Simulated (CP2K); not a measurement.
Crystal: Au.

```
CELL_PARAMETERS angstrom
2.87792 0.00000 0.00000
1.43896 2.49236 0.00000
1.43896 0.83079 2.34982
ATOMIC_POSITIONS crystal
Au 0.00000 0.00000 0.00000
```

Base run:

| Quantity | Value |
| --- | --- |
| Program | CP2K 2026.2 |
| Functional | LDA |
| Potentials or basis | POTENTIAL_UZH Au GTH-PBE-q11; TZVP-MOLOPT-PBE-GTH basis |
| Density cutoff | 9524 eV |
| k mesh | 11 × 11 × 11 |
| Occupations | fermi-dirac, width 0.05 eV |
| Spin | no spin polarisation |

Its results: band gap on the k mesh none (metal or under the smearing width); pressure 6.4 GPa.

Q: The run is repeated on the same cell with these changes: functional from LDA to AM05. What comes out?

A: Band gap on the k mesh none (metal or under the smearing width); pressure 7.5 GPa.

AM05 binds less tightly than LDA, so the same cell stands under more pressure.

Caveats: the potentials were made for another functional, which shifts forces and pressure; the basis of atomic orbitals isn't converged, which shifts pressures, moduli and gaps.

Not every run made on this cell is shown here.
